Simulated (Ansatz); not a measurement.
All numbers below come from DFT PBE, scalar-relativistic, plane waves, PAW (Ansatz). Settings: cutoff 420 eV, Γ-centred meshes spaced at most about 0.3 Å⁻¹, and about 0.25 Å⁻¹ or finer for metals (2π included), Gaussian smearing. No spin polarisation in the final relaxations.

All energies are static (0 K, no zero-point motion). All come from trial cells, and lower structures may exist.

Question: Order these relaxed structures of MgB5 by energy, lowest first, with the energy over the lowest of them.
1.

```cif
data_structure
_symmetry_space_group_name_H-M 'R3m:H'
_symmetry_Int_Tables_number 160
_cell_length_a 3.7089
_cell_length_b 3.7089
_cell_length_c 12.3358
_cell_angle_alpha 90.000
_cell_angle_beta 90.000
_cell_angle_gamma 120.000
_cell_volume 146.95
loop_
_atom_site_label
_atom_site_type_symbol
_atom_site_symmetry_multiplicity
_atom_site_Wyckoff_symbol
_atom_site_fract_x
_atom_site_fract_y
_atom_site_fract_z
_atom_site_occupancy
Mg1 Mg 3 a 0.00000 0.00000 0.25700 1
B1 B 9 b 0.83692 0.16308 0.07020 1
B2 B 3 a 0.33333 0.66667 0.15044 1
B3 B 3 a 0.33333 0.66667 0.29629 1
```

2.

```cif
data_structure
_symmetry_space_group_name_H-M 'P1'
_symmetry_Int_Tables_number 1
_cell_length_a 4.3053
_cell_length_b 4.4673
_cell_length_c 6.2295
_cell_angle_alpha 93.517
_cell_angle_beta 91.858
_cell_angle_gamma 115.492
_cell_volume 107.71
loop_
_atom_site_label
_atom_site_type_symbol
_atom_site_symmetry_multiplicity
_atom_site_Wyckoff_symbol
_atom_site_fract_x
_atom_site_fract_y
_atom_site_fract_z
_atom_site_occupancy
Mg1 Mg 1 a 0.61772 0.35260 0.76214 1
Mg2 Mg 1 a 0.06247 0.24039 0.36101 1
B1 B 1 a 0.53991 0.80750 0.56282 1
B2 B 1 a 0.10957 0.73561 0.16320 1
B3 B 1 a 0.14279 0.86135 0.90008 1
B4 B 1 a 0.49049 0.73898 0.27372 1
B5 B 1 a 0.15817 0.83848 0.62226 1
B6 B 1 a 0.79102 0.82965 0.06837 1
B7 B 1 a 0.19336 0.52432 0.71600 1
B8 B 1 a 0.66041 0.45906 0.16885 1
B9 B 1 a 0.98057 0.08090 0.71541 1
B10 B 1 a 0.51053 0.04516 0.10513 1
```

Answer: 2 (0 meV/atom), 1 (209 meV/atom). Forms: 2 P1; 1 R3m. Counting B atoms around Mg (those within 1.25 times the shortest such distance or 1.15 times the sum of covalent radii, 1.27 where that leaves under three; a plus sign parts nearer from farther groups): cell 2 has Mg 13; cell 1 has Mg 3+12. Cell 2 holds B–B bonds in all directions (shortest 1.62 Å); cell 1 holds B–B nets (shortest 1.72 Å). Even the lowest lies +0.26 eV/atom against the elements.

A magnetic state wasn't ruled out in cells without spin, among them R3m. Cells relaxed within their symmetry can be saddle points. The P1 cell of MgB5 came from shaking the R3m one. Some structure types and database cells were kept out of the candidates from the start, so a known form may be missing.
